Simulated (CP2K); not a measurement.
# TiO2 (P1) in CP2K: further runs, part 2 of 2

CP2K 2026.2. Earlier steps stand in the parts before.

## (3) Single point, PBE (all atoms moved at random)

Contents of tio2_scf.inp:

```
&GLOBAL
  PROJECT tio2_scf
  RUN_TYPE ENERGY_FORCE
  PRINT_LEVEL LOW
&END GLOBAL
&FORCE_EVAL
  METHOD QS
  STRESS_TENSOR ANALYTICAL
  &DFT
    BASIS_SET_FILE_NAME BASIS_MOLOPT
    POTENTIAL_FILE_NAME GTH_POTENTIALS
    &MGRID
      CUTOFF 700
      REL_CUTOFF 60
      NGRIDS 4
    &END MGRID
    &QS
      METHOD GPW
      EPS_DEFAULT 1.0E-9
    &END QS
    &KPOINTS
      SCHEME MONKHORST-PACK 8 8 10
      GAMMA_CENTERED T
      SYMMETRY T
      SYMMETRY_BACKEND SPGLIB
    &END KPOINTS
    &SCF
      SCF_GUESS ATOMIC
      EPS_SCF 1.0E-6
      MAX_SCF 100
      ADDED_MOS 24
      CHOLESKY OFF
      EPS_EIGVAL 1.0E-7
      &DIAGONALIZATION ON
        ALGORITHM STANDARD
      &END DIAGONALIZATION
      &MIXING ON
        METHOD BROYDEN_MIXING
        ALPHA 0.4
        BETA 1.5
        NBUFFER 8
      &END MIXING
      &SMEAR ON
        METHOD FERMI_DIRAC
        ELECTRONIC_TEMPERATURE 580.23
      &END SMEAR
    &END SCF
    &XC
      &XC_FUNCTIONAL
        &GGA_X_PBE
        &END GGA_X_PBE
        &GGA_C_PBE
        &END GGA_C_PBE
      &END XC_FUNCTIONAL
    &END XC
    &PRINT
      &KPOINTS ON
      &END KPOINTS
      &MULLIKEN ON
      &END MULLIKEN
      &MO ON
        ENERGIES T
        OCCUPATION_NUMBERS T
        &EACH
          QS_SCF 0
        &END EACH
        ADD_LAST NUMERIC
      &END MO
      &LOWDIN ON
      &END LOWDIN
      &HIRSHFELD ON
        SHAPE_FUNCTION DENSITY
      &END HIRSHFELD
    &END PRINT
  &END DFT
  &SUBSYS
    &CELL
      A 5.6660531258 0.0000000000 0.0000000000
      B 2.8494830226 4.6034002116 0.0000000000
      C -4.5808105715 -2.3340565701 2.7632410627
      PERIODIC XYZ
    &END CELL
    &COORD
      SCALED
      Ti  0.9960554000 0.0023869400 0.0021383800
      Ti  0.7552211400 0.2470897700 0.5044815200
      O   0.2063180300 0.2053582500 0.9984017100
      O   0.9566782700 0.4558570100 0.4993892100
      O   0.5483816900 0.0448142500 0.5046716200
      O   0.7873454600 0.7944937900 0.9909175500
    &END COORD
    &KIND Ti
      BASIS_SET DZVP-MOLOPT-SR-GTH-q12
      POTENTIAL GTH-PBE-q12
    &END KIND
    &KIND O
      BASIS_SET DZVP-MOLOPT-SR-GTH-q6
      POTENTIAL GTH-PBE-q6
    &END KIND
    &PRINT
      &ATOMIC_COORDINATES ON
      &END ATOMIC_COORDINATES
      &CELL ON
      &END CELL
    &END PRINT
  &END SUBSYS
  &PRINT
    &FORCES ON
    &END FORCES
    &STRESS_TENSOR ON
    &END STRESS_TENSOR
  &END PRINT
&END FORCE_EVAL
```

Potentials or basis: GTH_POTENTIALS Ti GTH-PBE-q12, O GTH-PBE-q6; DZVP-MOLOPT-SR-GTH basis.

The run is started by

```sh
$ OMP_NUM_THREADS=1 cp2k.psmp -i tio2_scf.inp -o tio2_scf.out
```

It took 2.7 min on 1 thread of Arm Neoverse V2, shared host; peak memory 1 GiB.

Results (log left out):

```yaml
Free_energy: -4922.5214 eV
Pressure: -4.4 GPa
Largest_force: 1.212 eV/Å
Band_gap_on_the_k_mesh: 1.89 eV, indirect (least direct gap 2.14 eV)
Mulliken_charges: Ti +1.19; O -0.59, -0.60 e
Hirshfeld_charges: Ti +0.59; O -0.30, -0.29 e
```

Forces in eV/Å, atoms in the order of the input:
```
Ti  -0.636 -0.273 -0.025
Ti   0.866  0.474 -0.006
O    0.330 -0.322  0.279
O   -0.538  0.590  0.878
O   -0.436  0.393 -0.384
O    0.415 -0.865 -0.740
```

Stress tensor (GPa, compression positive):
```
-7.21  3.05 12.31
 3.05  0.17 -1.19
12.31 -1.19 -6.19
```

Levels at points of the mesh, in eV from the valence-band top:
| k point | band 20 | band 21 | band 22 | band 23 | band 24 | band 25 | band 26 | band 27 | band 28 | band 29 |
| --- | --- | --- | --- | --- | --- | --- | --- | --- | --- | --- |
| (0.00, 0.00, 0.00) | -1.15 | -0.85 | -0.64 | -0.34 | -0.25 | 1.89 | 2.55 | 3.42 | 3.59 | 3.73 |
| (0.00, 0.00, 0.50) | -2.62 | -1.94 | -1.82 | -0.17 | -0.06 | 2.67 | 2.99 | 3.49 | 3.56 | 4.45 |
| (0.00, 0.50, 0.00) | -1.85 | -1.51 | -1.06 | -0.96 | -0.62 | 2.85 | 2.89 | 3.22 | 3.45 | 3.89 |
| (0.00, 0.50, 0.50) | -2.03 | -2.01 | -0.89 | -0.70 | -0.39 | 2.88 | 3.07 | 3.22 | 3.36 | 3.90 |
| (0.50, 0.00, 0.00) | -2.15 | -1.96 | -0.87 | -0.69 | -0.40 | 2.85 | 3.12 | 3.21 | 3.41 | 4.04 |
| (0.50, 0.00, 0.50) | -1.70 | -1.57 | -1.09 | -1.03 | -0.73 | 2.86 | 2.93 | 3.21 | 3.48 | 3.71 |
| (0.50, 0.50, 0.00) | -2.41 | -1.98 | -1.82 | -0.23 | 0.00 | 2.71 | 3.20 | 3.45 | 3.46 | 4.40 |
| (0.50, 0.50, 0.50) | -1.52 | -1.22 | -0.90 | -0.22 | -0.10 | 2.21 | 2.23 | 3.26 | 3.51 | 3.81 |

Caveat: Mulliken charges move with the basis; the basis of atomic orbitals isn't converged, which shifts pressures, moduli and gaps; forces of over 1 eV/Å show positions far from the minimum, so gaps and moduli don't describe the material at rest.

## (4) Single point, PBE (all atoms moved at random)

Edit tio2_scf.inp of step 3 so:

```diff
@@ -9,4 +9,4 @@
   &DFT
-    BASIS_SET_FILE_NAME BASIS_MOLOPT
-    POTENTIAL_FILE_NAME GTH_POTENTIALS
+    BASIS_SET_FILE_NAME BASIS_MOLOPT_UZH
+    POTENTIAL_FILE_NAME POTENTIAL_UZH
     &MGRID
@@ -92,3 +92,3 @@
     &KIND Ti
-      BASIS_SET DZVP-MOLOPT-SR-GTH-q12
+      BASIS_SET DZVP-MOLOPT-PBE-GTH-q12
       POTENTIAL GTH-PBE-q12
@@ -96,3 +96,3 @@
     &KIND O
-      BASIS_SET DZVP-MOLOPT-SR-GTH-q6
+      BASIS_SET DZVP-MOLOPT-PBE-GTH-q6
       POTENTIAL GTH-PBE-q6
```

Potentials or basis: POTENTIAL_UZH Ti GTH-PBE-q12, O GTH-PBE-q6; DZVP-MOLOPT-PBE-GTH basis.

The run is started by

```sh
$ OMP_NUM_THREADS=1 cp2k.psmp -i tio2_scf.inp -o tio2_scf.out
```

Wall time 3 min (1 thread of Arm Neoverse V2, shared host); peak memory 1 GiB.

It converged, with:

```
Free energy            : -4915.3129 eV
Pressure               : -3.6 GPa
Largest force          : 1.196 eV/Å
Band gap on the k mesh : 1.92 eV, indirect (least direct gap 2.17 eV)
Mulliken charges       : Ti +1.10; O -0.53, -0.59, -0.52, -0.57 e
Hirshfeld charges      : Ti +0.57; O -0.28, -0.29 e
```

Forces in eV/Å, atoms in the order of the input:
```
Ti  -0.633 -0.256 -0.018
Ti   0.872  0.458 -0.015
O    0.360 -0.301  0.279
O   -0.490  0.605  0.868
O   -0.468  0.368 -0.380
O    0.360 -0.876 -0.731
```

Stress tensor (GPa, compression positive):
```
-6.27  3.16 12.20
 3.16  0.85 -1.30
12.20 -1.30 -5.41
```

Levels at points of the mesh, in eV from the valence-band top:
```csv
k point,band 22,band 23,band 24,band 25,band 26,band 27
"(0.00, 0.00, 0.00)",-0.65,-0.32,-0.25,1.92,2.60,3.45
"(0.00, 0.00, 0.50)",-1.80,-0.17,-0.06,2.71,3.03,3.51
"(0.00, 0.50, 0.00)",-1.03,-0.97,-0.61,2.86,2.91,3.26
"(0.00, 0.50, 0.50)",-0.88,-0.72,-0.38,2.91,3.11,3.27
"(0.50, 0.00, 0.00)",-0.86,-0.70,-0.39,2.87,3.16,3.23
"(0.50, 0.00, 0.50)",-1.07,-1.04,-0.73,2.90,2.95,3.26
"(0.50, 0.50, 0.00)",-1.81,-0.23,0.00,2.76,3.24,3.48
"(0.50, 0.50, 0.50)",-0.90,-0.21,-0.10,2.23,2.26,3.32
```

Caveat: Mulliken charges move with the basis; the basis of atomic orbitals isn't converged, which shifts pressures, moduli and gaps; forces of over 1 eV/Å show positions far from the minimum, so gaps and moduli don't describe the material at rest.

## (5) Single point, PBE (all atoms moved at random)

Edit tio2_scf.inp of step 4 so:

```diff
@@ -9,3 +9,3 @@
   &DFT
-    BASIS_SET_FILE_NAME BASIS_MOLOPT_UZH
+    BASIS_SET_FILE_NAME BASIS_ccGRB_UZH
     POTENTIAL_FILE_NAME POTENTIAL_UZH
@@ -92,3 +92,3 @@
     &KIND Ti
-      BASIS_SET DZVP-MOLOPT-PBE-GTH-q12
+      BASIS_SET ccGRB-D-q12
       POTENTIAL GTH-PBE-q12
@@ -96,3 +96,3 @@
     &KIND O
-      BASIS_SET DZVP-MOLOPT-PBE-GTH-q6
+      BASIS_SET ccGRB-D-q6
       POTENTIAL GTH-PBE-q6
```

Potentials or basis: POTENTIAL_UZH Ti GTH-PBE-q12, O GTH-PBE-q6; ccGRB-D basis.

The run is started by

```sh
$ OMP_NUM_THREADS=1 cp2k.psmp -i tio2_scf.inp -o tio2_scf.out
```

Wall time 2.2 min (1 thread of Arm Neoverse V2, shared host); peak memory 1 GiB.

Results (log left out):

| Item | Value |
| --- | --- |
| Free energy | -4906.8382 eV |
| Pressure | -3.2 GPa |
| Largest force | 1.214 eV/Å |
| Band gap on the k mesh | 1.86 eV, indirect (least direct gap 2.12 eV) |
| Mulliken charges | Ti +1.40; O -0.69, -0.71, -0.70 e |
| Hirshfeld charges | Ti +0.56; O -0.28 e |

Forces on the atoms (eV/Å):
```
Ti  -0.650 -0.245 -0.011
Ti   0.880  0.444 -0.028
O    0.423 -0.272  0.277
O   -0.435  0.642  0.874
O   -0.529  0.346 -0.379
O    0.312 -0.917 -0.731
```

Stress tensor (GPa, compression positive):
```
-5.31  3.79 12.34
 3.79  1.14 -1.25
12.34 -1.25 -5.53
```

Levels at points of the mesh, in eV from the valence-band top:
```
           k point  band 21  band 22  band 23  band 24  band 25  band 26  band 27  band 28
(0.00, 0.00, 0.00)    -0.82    -0.64    -0.32    -0.26     1.86     2.51     3.37     3.53
(0.00, 0.00, 0.50)    -1.91    -1.80    -0.17    -0.05     2.61     2.93     3.41     3.48
(0.00, 0.50, 0.00)    -1.50    -1.00    -0.97    -0.61     2.79     2.83     3.19     3.38
(0.00, 0.50, 0.50)    -1.99    -0.86    -0.72    -0.37     2.82     3.04     3.15     3.28
(0.50, 0.00, 0.00)    -1.95    -0.84    -0.70    -0.38     2.78     3.09     3.14     3.34
(0.50, 0.00, 0.50)    -1.56    -1.05    -1.02    -0.72     2.80     2.87     3.17     3.41
(0.50, 0.50, 0.00)    -1.95    -1.80    -0.22     0.00     2.65     3.14     3.38     3.39
(0.50, 0.50, 0.50)    -1.19    -0.88    -0.20    -0.09     2.17     2.19     3.19     3.45
```

Caveat: Mulliken charges move with the basis; the basis of atomic orbitals isn't converged, which shifts pressures, moduli and gaps; forces of over 1 eV/Å show positions far from the minimum, so gaps and moduli don't describe the material at rest. A k mesh can miss the band edges.

## (6) Summary

| potentials or basis | ADDED_MOS | gap on the mesh (eV) | pressure (GPa) | largest force (eV/Å) |
| --- | --- | --- | --- | --- |
| GTH_POTENTIALS Ti GTH-PBE-q12, O GTH-PBE-q6; SZV-MOLOPT-SR-GTH basis | [12] | 1.30 | -3.3 | 1.26 |
| GTH_POTENTIALS Ti GTH-PBE-q12, O GTH-PBE-q6; DZVP-MOLOPT-SR-GTH basis | [24] | 1.89 | -4.4 | 1.21 |
| POTENTIAL_UZH Ti GTH-PBE-q12, O GTH-PBE-q6; DZVP-MOLOPT-PBE-GTH basis | [24] | 1.92 | -3.6 | 1.20 |
| POTENTIAL_UZH Ti GTH-PBE-q12, O GTH-PBE-q6; ccGRB-D basis | [24] | 1.86 | -3.2 | 1.21 |

Alike in all rows: task single point; level PBE; no spin polarisation; cell all atoms moved at random; k mesh 8 × 8 × 10; smearing fermi-dirac 0.05 eV.

Caveats: the basis of atomic orbitals isn't converged, which shifts pressures, moduli and gaps; forces of over 1 eV/Å show positions far from the minimum, so gaps and moduli don't describe the material at rest; a minimal basis gives rough bond lengths, pressures and levels (some runs).

Total energies depend on the potentials used, so only differences within one code and one set of settings carry meaning.
